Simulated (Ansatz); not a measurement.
Relaxed CsCl (CsCl type):

```
CsCl
1.0
    4.14031     0.00000     0.00000
    0.00000     4.14031     0.00000
    0.00000     0.00000     4.14031
Cs Cl
1 1
Direct
  0.00000   0.00000   0.00000
  0.50000   0.50000   0.50000
```

Two-dimensional scan of atom 1 (Cs, nearest neighbour Cl at 3.586 Å; its periodic images, 4.1 Å or more away, move with it): u runs along (1.000, 0.000, 0.000), v along (0.000, 1.000, 0.000) (Cartesian). Cell and other atoms are fixed.

Calculation: r2SCAN (plane waves to 500 eV, PAW, scalar-relativistic; Ansatz, a first-principles code). k mesh 7×7×7 (Γ-centred), Fermi-Dirac smearing 0.05 eV. The energy includes the smearing's −TS. Points where atoms come too close for the PAW data are left out (x in tables, blank in figures). CsCl was relaxed with its symmetry unable to fall.

Changes of ΔE (eV/cell) from the point u = 0.000 Å, v = 0.000 Å when one coordinate moves alone (two changes are said to add if the coupling is within 5 % of the smaller one, nearly so within 20 %):

```tsv
point	change
u = 0.000 Å, v = -1.180 Å	0.6967
u = 0.000 Å, v = -0.590 Å	0.1685
u = -1.180 Å, v = 0.000 Å	0.6967
u = -0.590 Å, v = 0.000 Å	0.1685
u = 0.590 Å, v = 0.000 Å	0.1685
u = 1.180 Å, v = 0.000 Å	0.6967
u = 0.000 Å, v = 0.590 Å	0.1685
u = 0.000 Å, v = 1.180 Å	0.6967
```

Task: Do the two effects add at u = 0.590 Å, v = 1.180 Å? Give the computed change.

Result: The sum of the single changes is 0.1685 + (0.6967) = 0.8652; the calculation gives 1.5348, so the coupling contributes 0.6696 (over 20 % of the smaller single change, not additive).

Task: Do the two effects add at u = 0.590 Å, v = -0.590 Å? Give the computed change.

Result: The sum of the single changes is 0.1685 + (0.1685) = 0.3370; the calculation gives 0.5140, so the coupling contributes 0.1770 (over 20 % of the smaller single change, not additive).

(A displaced cell: forces are minus the slopes of the energy, force constants its curvatures, and phonons follow from these.)
